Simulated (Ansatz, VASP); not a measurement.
# Rb in VASP and in Ansatz

Contents of INCAR:

```
ALGO = Normal
EDIFF = 1E-6
EDIFFG = -0.04
ENCUT = 600
GGA = PE
IBRION = 2
ISIF = 3
ISMEAR = 0
LASPH = True
LCHARG = False
LREAL = False
LWAVE = False
NELM = 100
NSW = 90
PREC = Accurate
SIGMA = 0.1
```

Contents of KPOINTS:

```
k-points
0
Gamma
  4 4 4
```

File POSCAR:

```
Rb
1.0
    0.0000000000      5.4665521216      5.4694894099
    3.8614693114      0.0000000000      5.4694894099
    3.8614693114      5.4665521216      0.0000000000
Rb
2
Direct
    0.5000000000      0.5000000000      0.5000000000
    0.7500000000      0.7500000000      0.7500000000
```

Input for Ansatz:

```yaml
crystal:
  lattice:
    - [0.0, 5.4665521216, 5.4694894099]
    - [3.8614693114, 0.0, 5.4694894099]
    - [3.8614693114, 5.4665521216, 0.0]
  atoms:
    - { symbol: Rb, position: [0.5, 0.5, 0.5] }
    - { symbol: Rb, position: [0.75, 0.75, 0.75] }
basis:
  ecutwfc: 420
kpoints:
  mp_grid: { grid: [4, 4, 4] }
hamiltonian:
  xc: pbe
scf:
  occupations: { method: gaussian, width: 0.1 }
  lower_state_search: "off"
output:
  forces: true
  stress: true
  eigenvalues: true
relax:
  adjacent_minimum: "off"
  f_tol: 0.04
  max_steps: 70
  cell: { stress_tol: 0.4 }
```

Alike in both runs: task relaxation of cell and atoms; functional PBE; k mesh 4 × 4 × 4; occupations gaussian, width 0.1 eV; no spin polarisation.

|  | VASP | Ansatz |
| --- | --- | --- |
| version | VASP 6.6.1 | Ansatz 0.2.0 |
| potentials or method | VASP PAW PBE potentials, release 64 (Rb_sv) | scalar-relativistic, plane waves, PAW |
| plane-wave cutoff (eV) | 600 | 420 |
| valence electrons in the cell | 18 | 18 |

```csv
,VASP,Ansatz,Ansatz less VASP
"gap on the k mesh at the Fermi level, each at its own relaxed structure (eV)",none,none,-
relaxed volume (Å³/atom),93.61,115.45,+21.844
relaxed cell length with the largest relative difference (Å),8.721,7.733,-0.9877
energy change over the relaxation (meV/atom),-159,0,+159.1
```

A gap of «none» marks a metal or a gap that the smearing closes. One of these differences is far larger than is usual between the two programs; its cause wasn't traced.

Caveats: the volume moved by over 15 % at a fixed basis, so the end points are rough (VASP).
